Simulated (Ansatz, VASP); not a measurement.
This is a calculation of Pt for VASP 6.6.1.

File INCAR:

```
SYSTEM = Pt
ALGO     = Normal         ! electronic algorithm
EDIFF    = 1E-7           ! SCF threshold, eV
ENCUT    = 520            ! plane-wave cutoff, eV
GGA      = PS             ! functional
ISIF     = 2              ! what is computed and relaxed
ISMEAR   = -1             ! smearing method
LASPH    = .TRUE.         ! aspherical terms in the spheres
LCHARG   = .FALSE.        ! write CHGCAR
LREAL    = .FALSE.        ! projectors in reciprocal space
LWAVE    = .FALSE.        ! write WAVECAR
NBANDS   = 17             ! bands
NELM     = 60             ! most SCF steps
PREC     = Accurate       ! precision mode
SIGMA    = 0.05           ! smearing width, eV
```

The input KPOINTS:

```
k-points
0
G
  11 11 6
  0 0 0
```

Contents of POSCAR:

```
Pt
1.0
    2.7606656158      0.0000000000      0.0000000000
   -1.3803328079      2.3908065546      0.0000000000
    0.0000000000      0.0000000000      4.7921340000
Pt
2
Direct
    0.3333333333      0.6666666667      0.2500000000
    0.6666666667      0.3333333333      0.7500000000
```

Potentials or basis: VASP PAW PBE potentials, release 64 (Pt).

Launch:

```bash
$ cat potpaw_PBE.64/Pt/POTCAR > POTCAR
$ mpirun -np 1 vasp_std > vasp.out
```

Question: Set up the same calculation for Ansatz 0.2.0. Potentials there: Ansatz PAW.

Answer: As run (the cutoff follows the program's own potentials):

Contents of input.yaml:

```yaml
crystal:
  lattice:
    - [2.7606656158, 0.0, 0.0]
    - [-1.3803328079, 2.3908065546, 0.0]
    - [0.0, 0.0, 4.792134]
  atoms:
    - { symbol: Pt, position: [0.3333333333, 0.6666666667, 0.25] }
    - { symbol: Pt, position: [0.6666666667, 0.3333333333, 0.75] }
hamiltonian:
  xc: pbesol
  pseudopotentials: { kind: paw }
kpoints:
  mp_grid: { grid: [11, 11, 6] }
scf:
  occupations: { method: fermi_dirac, width: 0.05 }
output:
  forces: true
  stress: true
  eigenvalues: true
```

Potentials or basis: Ansatz PAW.

Run with:

```bash
$ ansatz run input.yaml --threads 1 --pin off --max-ram 3584MiB --backend cpu --events-out ev --progress --plain --runs-dir out
```

Both were run:

|  | VASP | Ansatz | Ansatz less VASP |
| --- | --- | --- | --- |
| gap on the k mesh at the Fermi level (eV) | none | none | - |
| pressure (GPa) | -11.0 | -10.6 | +0.38 |
| largest component of the traceless stress (GPa) | 0.79 | 0.70 | -0.085 |

A gap of «none» marks a metal or a gap that the smearing closes. The two sets of potentials don't hold the same shells in valence.

Caveats: the PAW data sets were made with another functional, which shifts forces and pressure a little (VASP); the PAW data sets come from PBE, with cores solved anew for the run's functional, which leaves a small shift of forces and pressure (Ansatz). The runs have no spin-orbit coupling, so splittings on Pt are missing.
